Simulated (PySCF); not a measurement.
Runs of PySCF 2.14.0 on SnTe. Symmetry: Fm-3m, No. 225, cubic system. Conventional cell: a = 6.302 Å, b = 6.302 Å, c = 6.302 Å, α = 90.00°, β = 90.00°, γ = 90.00°. Te (site symmetry m-3m) has 6 Sn at 3.15 Å as nearest neighbours. Sn (site symmetry m-3m) has 6 Te at 3.15 Å as nearest neighbours. 

```tsv
task	level	potentials or basis	k mesh	smearing	symmetry	potentials	gaussian width of the DOS	conv_tol	max_cycle	mesh quality	V0 of scaled cells (Å³/atom)	B0 (GPa)
equation of state	PBEsol	DZVP-MOLOPT-SR/GTH-PBE (potentials made for PBE)	7 × 7 × 7	fermi-dirac 0.05 eV	yes	Sn GTH-PBE-q4, Te GTH-PBE-q6	-	-	-	not flagged	32.54	44
equation of state	PBE+D3	DZVP-MOLOPT-SR/GTH-PBE (potentials made for PBE)	6 × 6 × 6	fermi-dirac 0.05 eV	yes	Sn GTH-PBE-q4, Te GTH-PBE-q6	-	-	-	not flagged	32.68	(a)
equation of state	PBE+D3(BJ)	DZVP-MOLOPT-SR/GTH-PBE (potentials made for PBE)	6 × 6 × 6	fermi-dirac 0.05 eV	yes	Sn GTH-PBE-q4, Te GTH-PBE-q6	-	-	-	not flagged	31.96	44
equation of state	PBE+D4	DZVP-MOLOPT-SR/GTH-PBE (potentials made for PBE)	6 × 6 × 6	fermi-dirac 0.05 eV	yes	Sn GTH-PBE-q4, Te GTH-PBE-q6	-	-	-	not flagged	(b)	44
```

Alike in all rows: no spin polarisation; cell as given.

Fill in the values left out.

(a) 42; (b) 31.91.

Caveats: the basis of atomic orbitals isn't converged, which shifts pressures, moduli and gaps; the potentials were made for another functional, which shifts forces and pressure (some runs).

Not every run made on this cell is shown here.
